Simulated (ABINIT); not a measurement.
# Sb (P-1) in ABINIT: single point with LDA

Aim: the single point of Sb with LDA.

All numbers are computed with ABINIT 10.8.3 (patched build); they aren't measurements. Logs are shortened: lines on timing, memory, paths and dates and some standing lists are left out, and cuts for length are marked. The log counts tension as positive stress, the text compression.

### 1 The crystal as given

The typed cell holds 2 atoms: a = 3.353 Å, b = 3.353 Å, c = 5.808 Å, α = 73.22°, β = 73.22°, γ = 60.00°.

### 2 Single point, LDA

File run.abi:

```
# Pseudopotentials
pp_dirpath "./"
pseudos "Sb.hgh"

# Structure
acell 3*1.0 Angstrom
rprim
     0.0000000000    -2.3712425200    -2.3712425200
    -2.3712425200     0.0000000000    -2.3712425200
     2.3712425200     2.3712425200    -4.7424850400
ntypat 1
znucl 51
natom 2
typat 1 1
xcart
     0.2428381403     0.1667582230    -4.9033687468
     2.1284043797     2.2044842970    -4.5816013332 Angstrom
chkprim 0
chksymtnons 0
tolsym 1.0e-6

# Plane-wave basis
ecut 20.8

# k points
kptopt 1
ngkpt 7 7 4
nshiftk 1
shiftk 0.0 0.0 0.0

# Exchange and correlation
ixc 7

# Bands and occupations
nband 9
occopt 3
tsmear 0.00183747

# SCF cycle
nstep 100
tolvrs 1.0e-10

# Output
iomode 3
prtwf 0
prtden 0
prteig 0
prtebands 0
enunit 1
prtvol 2
```

Potentials or basis: HGH LDA.

Run with:

```
$ abinit run.abi > log 2>&1
```

run.abo:

```text
.Version 10.8.3 of ABINIT
 Symmetries : space group P-1 (#  2); Bravais aP (primitive triclinic)
================================================================================
 Values of the parameters that define the memory need of the present run
     intxc =       0    ionmov =       0      iscf =       7    lmnmax =       6
     lnmax =       6     mgfft =      48  mpssoang =       3    mqgrid =    3001
     natom =       2  nloc_mem =       1    nspden =       1   nspinor =       1
    nsppol =       1      nsym =       2    n1xccc =       0    ntypat =       1
    occopt =       3   xclevel =       1
       mpw =        1650          nfft =       34992          nkpt =          99
================================================================================
================================================================================

--------------------------------------------------------------------------------
------------- Echo of variables that govern the present computation ------------
--------------------------------------------------------------------------------
 -outvars: echo values of preprocessed input variables --------
            acell      1.8897261259E+00  1.8897261259E+00  1.8897261259E+00 Bohr
              amu      1.21753000E+02
          chkprim           0
      chksymtnons           0
             ecut      2.08000000E+01 Hartree
           enunit           1
              ixc           7
         kptrlatt        7    0    0      0    7    0      0    0    4
          kptrlen      4.39046438E+01
            natom           2
            nband           9
            ngfft          27      27      48
             nkpt          99
            nstep         100
             nsym           2
           ntypat           1
           occopt           3
           prtden           0
        prtebands           0
           prteig           0
           prtvol           2
            prtwf           0
            rprim      0.0000000000E+00 -2.3712425200E+00 -2.3712425200E+00
                      -2.3712425200E+00  0.0000000000E+00 -2.3712425200E+00
                       2.3712425200E+00  2.3712425200E+00 -4.7424850400E+00
          spgroup           2
           tolsym      1.00000000E-06
           tolvrs      1.00000000E-10
           tsmear      1.83747000E-03 Hartree
            typat      1  1
           xangst      2.4283814030E-01  1.6675822300E-01 -4.9033687468E+00
                       2.1284043797E+00  2.2044842970E+00 -4.5816013332E+00
[... 423 lines left out ...]

 cartesian forces (eV/Angstrom) at end:
    1     -1.00603301793296    -0.74448041094190     0.75796814270755
    2      1.00603301793296     0.74448041094190    -0.75796814270755
 frms,max,avg= 8.4476214E-01 1.0060330E+00   0.000E+00  0.000E+00  0.000E+00 e/A
 length scales=  1.889726125908  1.889726125908  1.889726125908 bohr
              =  1.000000000000  1.000000000000  1.000000000000 angstroms
 Fermi (or HOMO) energy (eV) =   2.81497   Average Vxc (eV)=  -9.13208
 Eigenvalues (   eV  ) for nkpt=  99  k points:
 kpt#   1, nband=  9, wtk=  0.00510, kpt=  0.0000  0.0000  0.0000 (reduced coord)
 -11.18998   -5.98337   -2.35771    5.44987    5.90772    7.70471    8.28175    8.94474
  10.95509
 kpt#   2, nband=  9, wtk=  0.01020, kpt=  0.1429  0.0000  0.0000 (reduced coord)
 -10.81327   -5.71266   -1.92566    2.82522    4.81693    6.30419    7.64293    8.59460
   9.97611
 kpt#   3, nband=  9, wtk=  0.01020, kpt=  0.2857  0.0000  0.0000 (reduced coord)
  -9.69544   -5.03846   -0.78158   -0.65154    3.20780    3.54000    6.28129    6.97039
   8.49492
 kpt#   4, nband=  9, wtk=  0.01020, kpt=  0.4286  0.0000  0.0000 (reduced coord)
  -7.94032   -5.44793   -2.11304    0.04216    1.68653    2.80783    4.17896    6.06219
   7.48175
 kpt#   5, nband=  9, wtk=  0.01020, kpt=  0.0000  0.1429  0.0000 (reduced coord)
 -10.81916   -5.71028   -1.92645    3.01150    4.61770    6.20189    7.87991    8.34116
  10.13564
 kpt#   6, nband=  9, wtk=  0.01020, kpt=  0.1429  0.1429  0.0000 (reduced coord)
 -10.79902   -5.82222   -1.74192    2.88984    4.72053    6.02544    7.86324    8.56127
[... 265 lines left out ...]
 kpt#  95, nband=  9, wtk=  0.01020, kpt=  0.2857  0.4286  0.5000 (reduced coord)
  -8.54014   -5.04820   -1.97040    0.53695    1.08967    3.21309    4.24127    5.82466
   9.77841
 kpt#  96, nband=  9, wtk=  0.01020, kpt=  0.4286  0.4286  0.5000 (reduced coord)
  -7.88388   -5.54172   -2.31867    0.26520    2.14204    2.81354    3.83622    6.07222
   7.45678
 kpt#  97, nband=  9, wtk=  0.01020, kpt= -0.4286  0.4286  0.5000 (reduced coord)
  -6.96483   -5.99908   -1.61577   -0.28089    0.46139    2.26448    4.11036    4.48350
   9.50622
 kpt#  98, nband=  9, wtk=  0.01020, kpt= -0.2857  0.4286  0.5000 (reduced coord)
  -7.04282   -5.12794   -1.86414   -1.23084    0.05767    2.08792    3.83080    5.44108
  10.05724
 kpt#  99, nband=  9, wtk=  0.01020, kpt= -0.1429  0.4286  0.5000 (reduced coord)
  -7.31847   -5.13877   -2.59539   -1.12198    0.45920    3.62025    5.12153    6.63093
   8.30989
 Total charge density [el/Bohr^3]
)     Maximum=    6.2187E-02  at reduced coord.    0.1852    0.1852    0.8125
)Next maximum=    6.2143E-02  at reduced coord.    0.3333    0.2963    0.6875
)     Minimum=    2.3472E-06  at reduced coord.    0.0000    0.0370    0.9375
)Next minimum=    2.7064E-06  at reduced coord.    0.4815    0.4444    0.5625
   Integrated=    1.0000E+01

--- !EnergyTerms
iteration_state     : {dtset: 1, }
comment             : Components of total free energy in Hartree
kinetic             :  3.66795243853114E+00
hartree             :  6.64134354162289E-01
xc                  : -2.85560074979280E+00
Ewald energy        : -1.21830647520366E+01
psp_core            :  1.80849186021172E+00
local_psp           : -2.61690609864270E+00
non_local_psp       :  3.22195481839433E-01
internal            : -1.11927974657275E+01
'-kT*entropy'       : -5.17428101502284E-04
total_energy        : -1.11933148938290E+01
total_energy_eV     : -3.04585614948872E+02
band_energy         : -1.02210468619323E+00
...

 Cartesian components of stress tensor (hartree/bohr^3)
  sigma(1 1)= -2.67092672E-04  sigma(3 2)= -1.04275007E-04
  sigma(2 2)= -2.86379001E-04  sigma(3 1)=  7.16529487E-06
  sigma(3 3)= -2.88470734E-04  sigma(2 1)=  5.75182098E-06

-Cartesian components of stress tensor (GPa)         [Pressure=  8.2569E+00 GPa]
- sigma(1 1)= -7.85813771E+00  sigma(3 2)= -3.06787662E+00
- sigma(2 2)= -8.42556109E+00  sigma(3 1)=  2.10810253E-01
- sigma(3 3)= -8.48710200E+00  sigma(2 1)=  1.69224416E-01

== END DATASET(S) ==============================================================
================================================================================

 -outvars: echo values of variables after computation  --------
            acell      1.8897261259E+00  1.8897261259E+00  1.8897261259E+00 Bohr
           etotal     -1.1193314894E+01
            fcart     -1.9564227318E-02 -1.4477838931E-02  1.4740133553E-02
                       1.9564227318E-02  1.4477838931E-02 -1.4740133553E-02
            rprim      0.0000000000E+00 -2.3712425200E+00 -2.3712425200E+00
                      -2.3712425200E+00  0.0000000000E+00 -2.3712425200E+00
                       2.3712425200E+00  2.3712425200E+00 -4.7424850400E+00
           strten     -2.6709267208E-04 -2.8637900053E-04 -2.8847073374E-04
                      -1.0427500682E-04  7.1652948696E-06  5.7518209843E-06
           xangst      2.4283814030E-01  1.6675822300E-01 -4.9033687468E+00
                       2.1284043797E+00  2.2044842970E+00 -4.5816013332E+00
             xred      4.8982044001E-01  4.5773602998E-01  5.6014569000E-01
                       1.0179559987E-02  4.2263970020E-02  9.3985431000E-01
 Calculation completed.
```

Wall time 29 s (1 thread of Arm Neoverse V1, shared host); peak memory 0.08 GiB.

Results:

```
Free energy                                           : -304.5856 eV
Pressure                                              : 8.3 GPa
Largest force                                         : 1.463 eV/Å
Band gap on the k mesh                                : none (metal or under the smearing width)
Valence electrons inside the program's atomic spheres : Sb 1.55 (radii [1.0584] Å)
```

Forces in eV/Å, atoms in the order of the input:
```
Sb  -1.006 -0.744  0.758
Sb   1.006  0.744 -0.758
```

Levels at points of the mesh, in eV from the Fermi level:
```csv
k point,band 3,band 4,band 5,band 6,band 7,band 8
"(0.00, 0.00, 0.00)",-5.17,2.63,3.09,4.89,5.47,6.13
"(0.00, 0.00, 0.50)",-1.71,1.43,2.71,3.25,4.52,5.13
```

Caveat: HGH potentials are hard and often keep d shells in the core, so these values are rough; forces of over 1 eV/Å show positions far from the minimum, so gaps and moduli don't describe the material at rest. Spin-orbit coupling is left out, which matters for the levels of Sb.
